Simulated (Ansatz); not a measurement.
# Be: response to strain

Be is deformed so: zz strain of +1 %. What stress and forces result, by LAPW, PAW and all-electron datasets made for the crystal?

Program: Ansatz 0.2.0. Level of theory: DFT PBE, scalar-relativistic. These are calculated values, not measurements.

### Step 1. The starting structure

Symmetry: P4_2/mnm, No. 136, tetragonal system. The conventional cell has a = 3.747 Å, b = 3.747 Å, c = 2.281 Å, α = 90.00°, β = 90.00°, γ = 90.00°. Be (site symmetry m2m) is surrounded by 11 Be at 2.15 to 2.28 Å.

As a file:

```
CELL_PARAMETERS angstrom
3.74681 0.00000 0.00000
0.00000 3.74681 0.00000
0.00000 0.00000 2.28128
ATOMIC_POSITIONS crystal
Be 0.29741 0.29741 0.00000
Be 0.70259 0.70259 0.00000
Be 0.20259 0.79741 0.50000
Be 0.79741 0.20259 0.50000
```

Atoms are numbered in the order of the input: Be1, Be2, Be3, Be4.

### Step 2. The deformed structure

Space group P4_2/mnm before, P4_2/mnm after.

### Step 3. All-electron LAPW

File input.yaml:

```yaml
crystal:
  lattice:
    - [3.746814, 0.0, 0.0]
    - [0.0, 3.746814, 0.0]
    - [0.0, 0.0, 2.3040928]
  atoms:
    - { symbol: Be, position: [0.297408, 0.297408, 0.0] }
    - { symbol: Be, position: [0.702592, 0.702592, 0.0] }
    - { symbol: Be, position: [0.202592, 0.797408, 0.5] }
    - { symbol: Be, position: [0.797408, 0.202592, 0.5] }
kpoints:
  mp_grid: { grid: [9, 9, 14] }
  band_path:
    path:
      - [0.0, 0.0, 0.0]
      - [0.0, 0.5, 0.0]
      - [0.5, 0.5, 0.0]
      - [0.0, 0.0, 0.0]
      - [0.0, 0.0, 0.5]
      - [0.0, 0.5, 0.5]
      - [0.5, 0.5, 0.5]
      - [0.0, 0.0, 0.5]
      - [0.0, 0.5, 0.0]
    npoints: 5
scf:
  occupations: { method: fermi_dirac, width: 0.05 }
hamiltonian:
  xc: pbe
  pseudopotentials: { kind: all_electron, lapw: { basis_error: 0.001 } }
output:
  forces: true
  stress: true
  eigenvalues: true
```

Launch:

```bash
ansatz run input.yaml --threads 1 --pin off --max-ram 6144MiB --backend cpu --events-out ev --progress --plain --runs-dir out
```

### Step 4. PAW on the default files

File input.yaml:

```yaml
crystal:
  lattice:
    - [3.746814, 0.0, 0.0]
    - [0.0, 3.746814, 0.0]
    - [0.0, 0.0, 2.3040928]
  atoms:
    - { symbol: Be, position: [0.297408, 0.297408, 0.0] }
    - { symbol: Be, position: [0.702592, 0.702592, 0.0] }
    - { symbol: Be, position: [0.202592, 0.797408, 0.5] }
    - { symbol: Be, position: [0.797408, 0.202592, 0.5] }
kpoints:
  mp_grid: { grid: [9, 9, 14] }
scf:
  occupations: { method: fermi_dirac, width: 0.05 }
hamiltonian:
  xc: pbe
  pseudopotentials: { kind: paw }
output:
  forces: true
  stress: true
  eigenvalues: true
  efg: { contact_densities: true }
  write_density: true
  write_potential: true
  elf: true
  volumetric_format: npy
```

### Step 5. Datasets made for this crystal

Changes to input.yaml since step 4:

```diff
@@ -16,3 +16,3 @@
   xc: pbe
-  pseudopotentials: { kind: paw }
+  pseudopotentials: { kind: all_electron, datasets: crystal }
 output:
@@ -22,5 +22 @@
   efg: { contact_densities: true }
-  write_density: true
-  write_potential: true
-  elf: true
-  volumetric_format: npy
```

(Steps that only read results are left out.)

Q: Predict the outcome of this session. Wanted: pressure; largest shear or deviatoric stress.

As calculated:

| quantity | value |
| --- | --- |
| pressure | LAPW -1.29, PAW -1.26, crystal datasets -1.29 GPa |
| largest shear or deviatoric stress (LAPW) | 1.69 GPa |

What this shows: The largest part of the stress beyond the pressure is 1.69 GPa in size, in the zz component; the atoms are carried along and not relaxed. No run of the undeformed cell stands beside it, so the pressure holds what the given cell had before the change. PAW: stress within 0.03 GPa of LAPW, forces within 1 meV/Å. Crystal datasets: stress within 0.01 GPa of LAPW, forces within 1 meV/Å.
